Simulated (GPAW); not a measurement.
# GaP (F-43m) in GPAW: notebook, part 2 of 2

GPAW 26.7.0. Earlier steps stand in the parts before.

## Step 3: Band structure, WC, spin-orbit coupling, no magnetisation

File run.py:

```python
import numpy as np
import spglib
from ase import Atoms
from ase.dft.bandgap import bandgap
from ase.io import read, write
from ase.units import GPa
from gpaw import GPAW, PW, setup_paths
from gpaw.spinorbit import soc_eigenstates

setup_paths.insert(0, '.')

atoms = read('GaP.cif')
cell, positions, numbers = spglib.find_primitive(
    (atoms.cell[:], atoms.get_scaled_positions(), atoms.numbers), symprec=1e-4)
atoms = Atoms(numbers, cell=cell, scaled_positions=positions, pbc=True)

calc = GPAW(mode=PW(600),
            xc='WC',
            kpts={'size': (8, 8, 8), 'gamma': True},
            occupations={'name': 'fermi-dirac', 'width': 0.05},
            nbands=11,
            convergence={'density': 1e-05, 'energy': 1e-05},
            maxiter=150,
            txt='gpaw.txt')
atoms.calc = calc
energy = atoms.get_potential_energy()
forces = atoms.get_forces()
stress = atoms.get_stress()
calc.write('gs.gpw')
write('result.traj', atoms)
print(f'Energy: {energy:.6f} eV')
print('Forces (eV/A):')
print(forces.round(4))
print('Stress (GPa):', (stress / GPa).round(3))
print('Fermi level:', round(calc.get_fermi_level(), 4), 'eV')
print(f'Gap: {bandgap(calc)[0]:.4f} eV, direct: {bandgap(calc, direct=True)[0]:.4f} eV')

path = atoms.cell.bandpath('GXWKGLUWLK,UX', npoints=60, eps=1e-4)
bs_calc = calc.fixed_density(kpts=path, symmetry='off', nbands=21,
                             convergence={'bands': 'CBM+6.0', 'eigenstates': 1e-6}, txt='bands.txt')
bs = bs_calc.band_structure()
bs.write('bs.json')
print(f'Gap on the path: {bandgap(bs_calc)[0]:.4f} eV')

soc = soc_eigenstates(bs_calc, theta=90, phi=45)
np.savetxt('soc_bands.dat', soc.eigenvalues(), fmt='%.4f')
mesh = soc_eigenstates('gs.gpw', theta=90, phi=45)
np.savetxt('soc_mesh.dat', mesh.eigenvalues(), fmt='%.4f')
print('Fermi level with spin-orbit coupling:', round(mesh.fermi_level, 4), 'eV')
```

File GaP.cif:

```cif
data_GaP
_cell_length_a 5.45050000
_cell_length_b 5.45050000
_cell_length_c 5.45050000
_cell_angle_alpha 90.00000000
_cell_angle_beta 90.00000000
_cell_angle_gamma 90.00000000
_space_group_name_H-M_alt 'F-43m'
_space_group_name_Hall 'F -4 2 3'
_space_group_IT_number 216
loop_
_space_group_symop_operation_xyz
'x,y,z'
'y,-x,-z'
'-x,-y,z'
'-y,x,-z'
'x,-y,-z'
'y,x,z'
'-x,y,-z'
'-y,-x,z'
'z,x,y'
'-z,y,-x'
'z,-x,-y'
'-z,-y,x'
'-z,x,-y'
'z,y,x'
'-z,-x,y'
'z,-y,-x'
'y,z,x'
'-x,-z,y'
'-y,z,-x'
'x,-z,-y'
'-y,-z,x'
'x,z,y'
'y,-z,-x'
'-x,z,-y'
'x,y+1/2,z+1/2'
'y,-x+1/2,-z+1/2'
'-x,-y+1/2,z+1/2'
'-y,x+1/2,-z+1/2'
'x,-y+1/2,-z+1/2'
'y,x+1/2,z+1/2'
'-x,y+1/2,-z+1/2'
'-y,-x+1/2,z+1/2'
'z,x+1/2,y+1/2'
'-z,y+1/2,-x+1/2'
'z,-x+1/2,-y+1/2'
'-z,-y+1/2,x+1/2'
'-z,x+1/2,-y+1/2'
'z,y+1/2,x+1/2'
'-z,-x+1/2,y+1/2'
'z,-y+1/2,-x+1/2'
'y,z+1/2,x+1/2'
'-x,-z+1/2,y+1/2'
'-y,z+1/2,-x+1/2'
'x,-z+1/2,-y+1/2'
'-y,-z+1/2,x+1/2'
'x,z+1/2,y+1/2'
'y,-z+1/2,-x+1/2'
'-x,z+1/2,-y+1/2'
'x+1/2,y,z+1/2'
'y+1/2,-x,-z+1/2'
'-x+1/2,-y,z+1/2'
'-y+1/2,x,-z+1/2'
'x+1/2,-y,-z+1/2'
'y+1/2,x,z+1/2'
'-x+1/2,y,-z+1/2'
'-y+1/2,-x,z+1/2'
'z+1/2,x,y+1/2'
'-z+1/2,y,-x+1/2'
'z+1/2,-x,-y+1/2'
'-z+1/2,-y,x+1/2'
'-z+1/2,x,-y+1/2'
'z+1/2,y,x+1/2'
'-z+1/2,-x,y+1/2'
'z+1/2,-y,-x+1/2'
'y+1/2,z,x+1/2'
'-x+1/2,-z,y+1/2'
'-y+1/2,z,-x+1/2'
'x+1/2,-z,-y+1/2'
'-y+1/2,-z,x+1/2'
'x+1/2,z,y+1/2'
'y+1/2,-z,-x+1/2'
'-x+1/2,z,-y+1/2'
'x+1/2,y+1/2,z'
'y+1/2,-x+1/2,-z'
'-x+1/2,-y+1/2,z'
'-y+1/2,x+1/2,-z'
'x+1/2,-y+1/2,-z'
'y+1/2,x+1/2,z'
'-x+1/2,y+1/2,-z'
'-y+1/2,-x+1/2,z'
'z+1/2,x+1/2,y'
'-z+1/2,y+1/2,-x'
'z+1/2,-x+1/2,-y'
'-z+1/2,-y+1/2,x'
'-z+1/2,x+1/2,-y'
'z+1/2,y+1/2,x'
'-z+1/2,-x+1/2,y'
'z+1/2,-y+1/2,-x'
'y+1/2,z+1/2,x'
'-x+1/2,-z+1/2,y'
'-y+1/2,z+1/2,-x'
'x+1/2,-z+1/2,-y'
'-y+1/2,-z+1/2,x'
'x+1/2,z+1/2,y'
'y+1/2,-z+1/2,-x'
'-x+1/2,z+1/2,-y'
loop_
_atom_site_label
_atom_site_type_symbol
_atom_site_symmetry_multiplicity
_atom_site_Wyckoff_symbol
_atom_site_fract_x
_atom_site_fract_y
_atom_site_fract_z
_atom_site_occupancy
Ga1 Ga 4 a 0.0000000000 0.0000000000 0.0000000000 1
P1 P 4 c 0.2500000000 0.2500000000 0.2500000000 1
```

Potentials or basis: PAW data sets generated in the run's folder for this functional, pw.

Started as:

```sh
$ gpaw-setup -f WC Ga P
$ OMP_NUM_THREADS=1 python run.py
```

gpaw.txt:

```text
__  _  _
 | _ |_)|_||  |
 |__||  | ||/\| - 26.7.0

Input parameters:
  mode=PW(ecut=600.0),
  convergence={'density': 1e-05, 'energy': 1e-05},
  kpts=MonkhorstPack(size=(8, 8, 8), gamma=True),
  maxiter=150,
  nbands=11,
  occupations=Occupations(name='fermi-dirac', width=0.05),
  xc=XC(name='WC')

Diagonalizing LCAO Hamiltonian
Converting LCAO to pw mode

           P

       Ga

Atoms  # Å, Bohr magnetons
|   | symbol |        x |        y |        z |    initial magnetic moments |
|---|--------|----------|----------|----------|-----------------------------|
| 0 |     Ga | 0.000000 | 0.000000 | 0.000000 | ( 0.0000,  0.0000,  0.0000) |
| 1 |      P | 1.362625 | 1.362625 | 1.362625 | ( 0.0000,  0.0000,  0.0000) |

Unit cell  # Å
| periodic |        x |        y |        z |  lengths |    angles |
|----------|----------|----------|----------|----------|-----------|
|      yes | 0.000000 | 2.725250 | 2.725250 | 3.854086 | 60.000000 |
|      yes | 2.725250 | 0.000000 | 2.725250 | 3.854086 | 60.000000 |
|      yes | 2.725250 | 2.725250 | 0.000000 | 3.854086 | 60.000000 |

Number of symmetries: 24
Symmetry operations  # r_c * U_cc + t_c -> r_c
|    | kind |            matrix            |
|----|------|------------------------------|
|  0 |  E   |  1, 0, 0,  0, 1, 0,  0, 0, 1 |
|  1 |  σ   |  1, 0, 0,  0, 0, 1,  0, 1, 0 |
|  2 |  σ   |  1, 0,-1,  0, 1,-1,  0, 0,-1 |
|  3 |  C3  |  1, 0,-1,  0, 0,-1,  0, 1,-1 |
|  4 |  C3  |  1,-1, 0,  0,-1, 1,  0,-1, 0 |
|  5 |  σ   |  1,-1, 0,  0,-1, 0,  0,-1, 1 |
|  6 |  σ   |  0, 1, 0,  1, 0, 0,  0, 0, 1 |
|  7 |  C3  |  0, 1, 0,  0, 0, 1,  1, 0, 0 |
|  8 |  C2  |  0, 1,-1,  1, 0,-1,  0, 0,-1 |
|  9 |  S4  |  0, 1,-1,  0, 0,-1,  1, 0,-1 |
| 10 |  C3  |  0, 0, 1,  1, 0, 0,  0, 1, 0 |
| 11 |  σ   |  0, 0, 1,  0, 1, 0,  1, 0, 0 |
| 12 |  S4  |  0, 0,-1,  1, 0,-1,  0, 1,-1 |
| 13 |  C3  |  0, 0,-1,  0, 1,-1,  1, 0,-1 |
| 14 |  S4  |  0,-1, 1,  1,-1, 0,  0,-1, 0 |
| 15 |  C2  |  0,-1, 1,  0,-1, 0,  1,-1, 0 |
| 16 |  C3  |  0,-1, 0,  1,-1, 0,  0,-1, 1 |
| 17 |  S4  |  0,-1, 0,  0,-1, 1,  1,-1, 0 |
| 18 |  S4  | -1, 1, 0, -1, 0, 1, -1, 0, 0 |
| 19 |  C3  | -1, 1, 0, -1, 0, 0, -1, 0, 1 |
| 20 |  C3  | -1, 0, 1, -1, 1, 0, -1, 0, 0 |
| 21 |  S4  | -1, 0, 1, -1, 0, 0, -1, 1, 0 |
| 22 |  σ   | -1, 0, 0, -1, 1, 0, -1, 0, 1 |
| 23 |  C2  | -1, 0, 0, -1, 0, 1, -1, 1, 0 |

BZ-sampling:
  Number of BZ points: 512
  Number of IBZ points: 29

  Monkhorst-Pack size: [8, 8, 8]
  Monkhorst-Pack shift: [0.0625, 0.0625, 0.0625]

K-points  # in reciprocal-cell coordinates
|     |                                coordinates |     weight |
|-----|--------------------------------------------|------------|
|   0 | (  0.00000000,   0.00000000,   0.00000000) | 0.00195312 |
|   1 | (  0.12500000,   0.12500000,   0.00000000) | 0.01171875 |
|   2 | (  0.12500000,   0.12500000,   0.12500000) | 0.01562500 |
|   3 | (  0.25000000,   0.12500000,   0.12500000) | 0.02343750 |
|   4 | (  0.25000000,   0.25000000,   0.00000000) | 0.01171875 |
|   5 | (  0.25000000,   0.25000000,   0.12500000) | 0.04687500 |
|   6 | (  0.25000000,   0.25000000,   0.25000000) | 0.01562500 |
|   7 | (  0.37500000,   0.25000000,  -0.37500000) | 0.04687500 |
|   8 | (  0.37500000,   0.25000000,   0.12500000) | 0.04687500 |
|   9 | (  0.37500000,   0.25000000,   0.25000000) | 0.04687500 |
| ... |                                            |            |
|  28 | (  0.50000000,   0.50000000,   0.50000000) | 0.00781250 |

Plane wave coefficients: 1365
Cutoff: 600.0 eV

Spin-components: 1 (collinear spins)
Bands:           11
Projectors:      10
Spin-degeneracy: 2
Datatype:        complex128

Parallelization:
  kpt:    1
  domain: 1
  band:   1

Density:
  Valence electrons: 8.0
  Components: 1
  Grid points: [24 24 24]
  Charge: 0.0  # |e|

Potential:
  Grid points: [24 24 24]

species:
  Ga:
    name:    Gallium
    Z:       31.0
    valence: 3
    core:    28
    charge:  0.0  # [|e|]
    compensation charges:
      type: gauss
      rc: 0.37  # [Å]
      lmax: 2
    cutoffs:
      filter: 2.06  # [Å]
      core: 4.17  # [Å]
    projectors
    | kind |    occ | energy [eV] | rcut [Å] |
    |------|--------|-------------|----------|
    |   4s |  2.000 |      -8.985 |    1.164 |
    |   4p |  1.000 |      -2.557 |    1.164 |
    |    s |        |      18.226 |    1.164 |
    |    p |        |      24.654 |    1.164 |
    |    d |        |       0.000 |    1.164 |

    Using partial waves for Ga as LCAO basis

  P:
    name:    Phosphorus
    Z:       15.0
    valence: 5
    core:    10
    charge:  0.0  # [|e|]
    compensation charges:
      type: gauss
      rc: 0.30  # [Å]
      lmax: 2
    cutoffs:
      filter: 1.69  # [Å]
      core: 1.81  # [Å]
    projectors
    | kind |    occ | energy [eV] | rcut [Å] |
    |------|--------|-------------|----------|
    |   3s |  2.000 |     -13.926 |    0.953 |
    |   3p |  3.000 |      -5.478 |    0.953 |
    |    s |        |      13.285 |    0.953 |
    |    p |        |      21.734 |    0.953 |
    |    d |        |       0.000 |    0.953 |

    Using partial waves for P as LCAO basis

Reference energy: -62167.960412  # eV

eigensolver:
  PPCG
  Converge bands: occupied
  niter=2

density mixing:
  MSR1-Mixer
  Pratt-step length: 0.05
  Maximum mixing coefficient: 0.75
  Old densities: 10
  SVD Regularization: 0.005
  Good broyden scale: 1.0
  Trust region scale: 1.0
  Backstep threshold: 4.0
  History deletion threshold: 6.0
  Fourier metric: weight=20.0, sigma=0.015

occupation numbers:
  Fermi-Dirac:
    width: 0.0500  # eV

poisson solver:
  ecut: 4800.0  # eV

xc functional:
  name: WC with 2 nearest neighbor stencil

convergence criteria:
- Maximum integral of absolute [dens]ity change: 1e-05 electrons / valence electron
- Maximum [total energy] change in last 3 cyles: 1e-05 eV / valence electron
- Maximum integral of absolute [eigenst]ate change: 4e-08 eV^2 / valence electron
maximum number of iterations: 150

SCF iterations
|iter     | |      energy | eigst |  dens |
|---------|-|-------------|-------|-------|
|iter:   1| |   -9.921957 | -0.29 |       |
|iter:   2| |   -9.890275 | -2.36 | -0.86 |
|iter:   3| |   -9.741337 | -1.97 | -0.89 |
|iter:   4| |   -9.740469 | -3.49 | -1.55 |
|iter:   5| |   -9.740529 | -4.48 | -2.11 |
|iter:   6| |   -9.740559 | -5.77 | -2.82 |
|iter:   7| |   -9.740559c| -7.28 | -3.86 |
|iter:   8| |   -9.740559c| -7.63c| -4.40 |
|iter:   9| |   -9.740559c| -8.66c| -5.30c|

Converged in 9 steps
Energy contributions relative to reference atoms: (reference = -62167.960412)

Energy contributions:
  Kinetic:          23.263673
  Coulomb:         -20.621207
  Zero:              0.011313
  External:          0.000000
  Xc:              -12.394339
  Entropy:          -0.000000
  Spinorbit:         0.000000
  ----------------------------
  Free energy:      -9.740559
  Extrapolated:     -9.740559

dipole moment: (-17.004787, -17.004787, -17.004787)  # |e|*Ang

Fermi level: 5.573
Eigenvalues  # (at kpt = [0.000, 0.000, 0.000])
| band index |      eig [eV] | occ [0-2] |
|------------|---------------|-----------|
|          0 |        -7.659 |     2.000 |
|          1 |         4.834 |     2.000 |
|          2 |         4.834 |     2.000 |
|          3 |         4.834 |     2.000 |
|          4 |         6.607 |     0.000 |
|          5 |         8.706 |     0.000 |
|          6 |         8.706 |     0.000 |
|          7 |         8.706 |     0.000 |
|          8 |        13.439 |     0.000 |
|          9 |        14.526 |     0.000 |
|         10 |        14.526 |     0.000 |

Gap: 1.523 eV
Transition (v -> c):
  (s=0, k=0, n=3, [0.00, 0.00, 0.00]) -> (s=0, k=24, n=4, [0.50, 0.50, 0.00])
Direct/indirect transitions are different
Direct gap: 1.773 eV
Transition at: (s=0, k=0, n=3, [0.00, 0.00, 0.00])

Forces  # eV/Ang
|        x |       y |        z |
|----------|---------|----------|
|  0.00000 | 0.00000 | -0.00000 |  # Ga   0
| -0.00000 | 0.00000 |  0.00000 |  # P    1

Stress tensor  # eV/Ang^3
|         x |         y |         z |
|-----------|-----------|-----------|
| -0.009133 | -0.000000 |  0.000000 |
| -0.000000 | -0.009133 |  0.000000 |
|  0.000000 |  0.000000 | -0.009133 |

# Writing to gs.gpw (mode='')
```

Wall time 15 s (1 thread of AMD EPYC 9R14 (Zen 4), shared host); peak memory 0.23 GiB.

Results:

| Item | Value |
| --- | --- |
| Free energy | -9.7406 eV |
| Pressure | 1.5 GPa |
| Band gap on the k mesh | 1.49 eV, indirect (least direct gap 1.74 eV) |
| Band gap along the path | 1.45 eV, indirect (least direct gap 1.74 eV) |

Levels at the corners of the path, in eV from the valence-band top:
| point | band 5 | band 6 | band 7 | band 8 | band 9 | band 10 | band 11 | band 12 |
| --- | --- | --- | --- | --- | --- | --- | --- | --- |
| Γ | 0.00 | 0.00 | 0.00 | 0.00 | 1.74 | 1.74 | 3.73 | 3.73 |
| X | -2.73 | -2.73 | -2.71 | -2.71 | 1.49 | 1.49 | 1.71 | 1.71 |
| W | -3.68 | -3.65 | -3.50 | -3.45 | 4.59 | 4.60 | 4.83 | 4.86 |
| K | -4.03 | -4.01 | -2.29 | -2.29 | 2.06 | 2.07 | 4.72 | 4.73 |
| Γ | 0.00 | 0.00 | 0.00 | 0.00 | 1.74 | 1.74 | 3.73 | 3.73 |
| L | -1.19 | -1.19 | -1.11 | -1.11 | 1.58 | 1.58 | 4.62 | 4.62 |
| U | -4.03 | -4.01 | -2.29 | -2.29 | 2.06 | 2.07 | 4.72 | 4.73 |
| W | -3.68 | -3.65 | -3.50 | -3.45 | 4.59 | 4.60 | 4.83 | 4.86 |
| L | -1.19 | -1.19 | -1.11 | -1.11 | 1.58 | 1.58 | 4.62 | 4.62 |
| K | -4.03 | -4.01 | -2.29 | -2.29 | 2.06 | 2.07 | 4.72 | 4.73 |
| U | -4.03 | -4.01 | -2.29 | -2.29 | 2.06 | 2.07 | 4.72 | 4.73 |
| X | -2.73 | -2.73 | -2.71 | -2.71 | 1.49 | 1.49 | 1.71 | 1.71 |

Caveat: spin-orbit coupling was added after a scalar SCF, so levels and gaps hold it while energy, forces, pressure and moments don't; this program's spin-orbit splittings come out too wide for heavy elements.

## Step 4: Band structure, LDA

File run.py:

```python
from ase.dft.bandgap import bandgap
from ase.io import read, write
from ase.units import GPa
from gpaw import GPAW, PW

atoms = read('GaP.cif')

calc = GPAW(mode=PW(800),
            xc='LDA',
            kpts={'size': (8, 8, 8), 'gamma': True},
            occupations={'name': 'fermi-dirac', 'width': 0.05},
            setups='hgh',
            nbands=-7,
            convergence={'density': 1e-05, 'energy': 1e-05},
            maxiter=150,
            txt='gpaw.txt')
atoms.calc = calc
energy = atoms.get_potential_energy()
forces = atoms.get_forces()
stress = atoms.get_stress()
calc.write('gs.gpw')
write('result.traj', atoms)
print(f'Energy: {energy:.6f} eV')
print('Forces (eV/A):')
print(forces.round(4))
print('Stress (GPa):', (stress / GPa).round(3))
print('Fermi level:', round(calc.get_fermi_level(), 4), 'eV')
print(f'Gap: {bandgap(calc)[0]:.4f} eV, direct: {bandgap(calc, direct=True)[0]:.4f} eV')

path = atoms.cell.bandpath('GXWKGLUWLK,UX', npoints=80, eps=1e-4)
bs_calc = calc.fixed_density(kpts=path, symmetry='off', nbands=-17,
                             convergence={'bands': 'CBM+6.0', 'eigenstates': 1e-6}, txt='bands.txt')
bs = bs_calc.band_structure()
bs.write('bs.json')
print(f'Gap on the path: {bandgap(bs_calc)[0]:.4f} eV')
```

File GaP.cif:

```cif
data_GaP
_cell_length_a 3.85408551
_cell_length_b 3.85408551
_cell_length_c 3.85408551
_cell_angle_alpha 60.00000000
_cell_angle_beta 60.00000000
_cell_angle_gamma 60.00000000
_space_group_name_H-M_alt 'P1'
_space_group_name_Hall 'P 1'
_space_group_IT_number 1
loop_
_space_group_symop_operation_xyz
'x,y,z'
loop_
_atom_site_label
_atom_site_type_symbol
_atom_site_symmetry_multiplicity
_atom_site_Wyckoff_symbol
_atom_site_fract_x
_atom_site_fract_y
_atom_site_fract_z
_atom_site_occupancy
Ga1 Ga 1 a 0.0000000000 0.0000000000 0.0000000000 1
P1 P 1 a 0.7500000000 0.7500000000 0.7500000000 1
```

Potentials or basis: HGH pseudopotentials, pw.

Started as:

```sh
$ OMP_NUM_THREADS=1 python run.py
```

gpaw.txt:

```text
__  _  _
 | _ |_)|_||  |
 |__||  | ||/\| - 26.7.0

Input parameters:
  mode=PW(ecut=800.0),
  convergence={'density': 1e-05, 'energy': 1e-05},
  kpts=MonkhorstPack(size=(8, 8, 8), gamma=True),
  maxiter=150,
  nbands=-7,
  occupations=Occupations(name='fermi-dirac', width=0.05),
  setups={'default': 'hgh'},
  xc=XC(name='LDA')

Diagonalizing LCAO Hamiltonian
Converting LCAO to pw mode

                        P

       Ga

Atoms  # Å, Bohr magnetons
|   | symbol |        x |        y |        z |    initial magnetic moments |
|---|--------|----------|----------|----------|-----------------------------|
| 0 |     Ga | 0.000000 | 0.000000 | 0.000000 | ( 0.0000,  0.0000,  0.0000) |
| 1 |      P | 5.781128 | 3.337736 | 2.360136 | ( 0.0000,  0.0000,  0.0000) |

Unit cell  # Å
| periodic |        x |        y |        z |  lengths |    angles |
|----------|----------|----------|----------|----------|-----------|
|      yes | 3.854086 | 0.000000 | 0.000000 | 3.854086 | 60.000000 |
|      yes | 1.927043 | 3.337736 | 0.000000 | 3.854086 | 60.000000 |
[... 174 lines left out ...]
  Xc:              -67.503843
  Entropy:          -0.000000
  Spinorbit:         0.000000
  ----------------------------
  Free energy:    -242.796663
  Extrapolated:   -242.796663

dipole moment: (-7.278191, -4.202066, -2.971309)  # |e|*Ang

Fermi level: 4.477
Eigenvalues  # (at kpt = [0.000, 0.000, 0.000])
| band index |      eig [eV] | occ [0-2] |
|------------|---------------|-----------|
|          0 |        -8.690 |     2.000 |
|          1 |         3.711 |     2.000 |
|          2 |         3.711 |     2.000 |
|          3 |         3.711 |     2.000 |
|          4 |         5.507 |     0.000 |
|          5 |         7.632 |     0.000 |
|          6 |         7.632 |     0.000 |
|          7 |         7.632 |     0.000 |
|          8 |        12.387 |     0.000 |
|          9 |        13.473 |     0.000 |
|         10 |        13.473 |     0.000 |

Gap: 1.588 eV
Transition (v -> c):
  (s=0, k=0, n=3, [0.00, 0.00, 0.00]) -> (s=0, k=24, n=4, [0.50, 0.50, 0.00])
Direct/indirect transitions are different
Direct gap: 1.796 eV
Transition at: (s=0, k=0, n=3, [0.00, 0.00, 0.00])

Forces  # eV/Ang
|        x |        y |       z |
|----------|----------|---------|
|  0.00000 | -0.00000 | 0.00000 |  # Ga   0
| -0.00000 |  0.00000 | 0.00000 |  # P    1

Stress tensor  # eV/Ang^3
|         x |         y |         z |
|-----------|-----------|-----------|
|  0.036294 | -0.000000 | -0.000000 |
|  0.000000 |  0.036294 |  0.000000 |
| -0.000000 | -0.000000 |  0.036294 |

# Writing to gs.gpw (mode='')
```

Wall time 30 s (1 thread of AMD EPYC 9R14 (Zen 4), shared host); peak memory 0.28 GiB.

What came out:

```yaml
Free_energy: -242.7967 eV
Pressure: -5.8 GPa
Band_gap_on_the_k_mesh: 1.59 eV, indirect (least direct gap 1.80 eV)
Band_gap_along_the_path: 1.55 eV, indirect (least direct gap 1.80 eV)
```

Levels at the corners of the path, in eV from the valence-band top:
```tsv
point	band 2	band 3	band 4	band 5	band 6	band 7
Γ	0.00	0.00	0.00	1.80	3.92	3.92
X	-6.76	-2.63	-2.63	1.59	1.78	10.59
W	-6.54	-3.57	-3.37	4.68	4.94	6.08
K	-6.54	-3.91	-2.21	2.14	4.82	8.25
Γ	0.00	0.00	0.00	1.80	3.92	3.92
L	-6.61	-1.08	-1.08	1.63	4.73	4.73
U	-6.54	-3.91	-2.21	2.14	4.82	8.25
W	-6.54	-3.57	-3.37	4.68	4.94	6.08
L	-6.61	-1.08	-1.08	1.63	4.73	4.73
K	-6.54	-3.91	-2.21	2.14	4.82	8.25
U	-6.54	-3.91	-2.21	2.14	4.82	8.25
X	-6.76	-2.63	-2.63	1.59	1.78	10.59
```

Caveat: HGH potentials are hard and often keep d shells in the core, so these values are rough. A hybrid or GW would open this gap; LDA tends to underestimate it.

## Step 5: Against experiment

Step 3. A measured gap of GaP is 2.34 eV (indirect; 10 K; quoted in “Stacking defects in GaP nanowires: Electronic structure and optical properties”, 2018, arxiv:1810.01194); the calculated 1.45 eV misses it by -0.89 eV. The value is that of WC, without temperature or zero-point motion. Semilocal functionals fall short of measured gaps as a rule.
